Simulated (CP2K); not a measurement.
Here is a CP2K 2026.2 calculation.

File zns_bands.inp:

```
&GLOBAL
  PROJECT zns_bands
  RUN_TYPE ENERGY_FORCE
  PRINT_LEVEL LOW
&END GLOBAL
&FORCE_EVAL
  METHOD QS
  STRESS_TENSOR ANALYTICAL
  &DFT
    BASIS_SET_FILE_NAME BASIS_MOLOPT_UZH
    POTENTIAL_FILE_NAME POTENTIAL_UZH
    &MGRID
      CUTOFF 450
      REL_CUTOFF 60
      NGRIDS 5
    &END MGRID
    &QS
      METHOD GPW
      EPS_DEFAULT 1.0E-10
    &END QS
    &KPOINTS
      SCHEME MONKHORST-PACK 8 8 3
      GAMMA_CENTERED T
      SYMMETRY T
      SYMMETRY_BACKEND SPGLIB
    &END KPOINTS
    &SCF
      SCF_GUESS ATOMIC
      EPS_SCF 1.0E-6
      MAX_SCF 100
      ADDED_MOS 22
      CHOLESKY OFF
      EPS_EIGVAL 1.0E-7
      &DIAGONALIZATION ON
        ALGORITHM STANDARD
      &END DIAGONALIZATION
      &MIXING ON
        METHOD BROYDEN_MIXING
        ALPHA 0.4
        BETA 1.5
        NBUFFER 8
      &END MIXING
      &SMEAR ON
        METHOD FERMI_DIRAC
        ELECTRONIC_TEMPERATURE 580.23
      &END SMEAR
    &END SCF
    &XC
      &XC_FUNCTIONAL
        &GGA_X_PBE_R
        &END GGA_X_PBE_R
        &GGA_C_PBE
        &END GGA_C_PBE
      &END XC_FUNCTIONAL
    &END XC
    &PRINT
      &KPOINTS ON
      &END KPOINTS
      &MULLIKEN ON
      &END MULLIKEN
      &MO ON
        ENERGIES T
        OCCUPATION_NUMBERS T
        &EACH
          QS_SCF 0
        &END EACH
        ADD_LAST NUMERIC
      &END MO
      &BAND_STRUCTURE
        FILE_NAME bands.bs
        ADDED_MOS 4
        &KPOINT_SET
          UNITS B_VECTOR
          NPOINTS 10
          SPECIAL_POINT GAMMA 0.00000000 0.00000000 0.00000000
          SPECIAL_POINT M 0.50000000 0.00000000 0.00000000
          SPECIAL_POINT K 0.33333333 0.33333333 0.00000000
          SPECIAL_POINT GAMMA 0.00000000 0.00000000 0.00000000
          SPECIAL_POINT A 0.00000000 0.00000000 0.50000000
          SPECIAL_POINT L 0.50000000 0.00000000 0.50000000
          SPECIAL_POINT H 0.33333333 0.33333333 0.50000000
          SPECIAL_POINT A 0.00000000 0.00000000 0.50000000
        &END KPOINT_SET
        &KPOINT_SET
          UNITS B_VECTOR
          NPOINTS 10
          SPECIAL_POINT L 0.50000000 0.00000000 0.50000000
          SPECIAL_POINT M 0.50000000 0.00000000 0.00000000
        &END KPOINT_SET
        &KPOINT_SET
          UNITS B_VECTOR
          NPOINTS 10
          SPECIAL_POINT K 0.33333333 0.33333333 0.00000000
          SPECIAL_POINT H 0.33333333 0.33333333 0.50000000
        &END KPOINT_SET
      &END BAND_STRUCTURE
    &END PRINT
  &END DFT
  &SUBSYS
    &CELL
      ABC 3.8227000000 3.8227000000 12.5200000000
      ALPHA_BETA_GAMMA 90.0000000000 90.0000000000 120.0000000004
      PERIODIC XYZ
    &END CELL
    &COORD
      SCALED
      Zn  0.6666666667 0.3333333333 0.7500000000
      Zn  0.3333333333 0.6666666667 0.2500000000
      Zn  0.0000000000 0.0000000000 0.5000000000
      Zn  0.0000000000 0.0000000000 0.0000000000
      S   0.6666666667 0.3333333333 0.9375000000
      S   0.3333333333 0.6666666667 0.4375000000
      S   0.0000000000 0.0000000000 0.6875000000
      S   0.0000000000 0.0000000000 0.1875000000
    &END COORD
    &KIND Zn
      BASIS_SET TZVP-MOLOPT-PBE-GTH-q12
      POTENTIAL GTH-PBE-q12
    &END KIND
    &KIND S
      BASIS_SET TZVP-MOLOPT-PBE-GTH-q6
      POTENTIAL GTH-PBE-q6
    &END KIND
    &PRINT
      &ATOMIC_COORDINATES ON
      &END ATOMIC_COORDINATES
      &CELL ON
      &END CELL
    &END PRINT
  &END SUBSYS
  &PRINT
    &FORCES ON
    &END FORCES
    &STRESS_TENSOR ON
    &END STRESS_TENSOR
  &END PRINT
&END FORCE_EVAL
```

Potentials or basis: POTENTIAL_UZH Zn GTH-PBE-q12, S GTH-PBE-q6; TZVP-MOLOPT-PBE-GTH basis.

The run is started by

```sh
$ OMP_NUM_THREADS=1 cp2k.psmp -i zns_bands.inp -o zns_bands.out
```

Task: Predict the Mulliken charges.

Result: Zn +0.46, +0.47; S -0.46 e.

Task: Estimate the pressure.

Result: 3.3 GPa.

Task: What does it give for the band gap along the path?

Result: 2.20 eV, direct.

Stress tensor (GPa, compression positive):
```
3.18 0.00 0.00
0.00 3.18 0.00
0.00 0.00 3.64
```

Caveat: the potentials were made for another functional, which shifts forces and pressure; the basis of atomic orbitals isn't converged, which shifts pressures, moduli and gaps.

**The experiment to reproduce.**

From a printed reference work, monograph, for a bulk crystal of ZnS at 4 K: band gap 3.911 eV (direct).

A measured gap of ZnS is 3.911 eV (direct; 4 K; a printed reference work, monograph); the calculated 2.20 eV misses it by -1.71 eV. The value is that of revPBE in an atomic basis (POTENTIAL_UZH Zn GTH-PBE-q12, S GTH-PBE-q6; TZVP-MOLOPT-PBE-GTH basis), whose error adds to the functional's,, without temperature or zero-point motion. Semilocal functionals fall short of measured gaps as a rule.
